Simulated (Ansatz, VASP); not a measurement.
TaN: VASP beside Ansatz

```xyz
2
Lattice="2.9038 0.0000 0.0000 -1.4519 2.5148 0.0000 0.0000 0.0000 2.7944" Properties=species:S:1:pos:R:3 pbc="T T T"
Ta    0.0000    1.6765    1.3972
N     0.0000    0.0000    0.0000
```

Alike in both runs: task single point; functional PBEsol; k mesh 21 × 21 × 18; occupations gaussian, width 0.15 eV; no spin polarisation.

|  | VASP | Ansatz |
| --- | --- | --- |
| version | VASP 6.6.1 | Ansatz 0.2.0 |
| potentials or method | VASP PAW PBE potentials, release 64 (Ta_pv, N) | scalar-relativistic, plane waves, PAW |
| plane-wave cutoff (eV) | 520 | 520 |
| valence electrons in the cell | 16 | 18 |

```tsv
	VASP	Ansatz	Ansatz less VASP
gap on the k mesh at the Fermi level (eV)	none	none	-
pressure (GPa)	18.0	17.0	-1.08
largest component of the traceless stress (GPa)	11.02	10.84	-0.188
```

A gap of «none» marks a metal or a gap that the smearing closes. The functional is the same, so the differences come from potentials, cutoffs and numerics. The two sets of potentials don't hold the same shells in valence.

Caveats: so large a pressure means that the cell lies far from this level's equilibrium, or that cutoff or potentials fall short (VASP); the potentials were made for another functional, which shifts forces and pressure (VASP). The runs have no spin-orbit coupling, so splittings on Ta are missing.
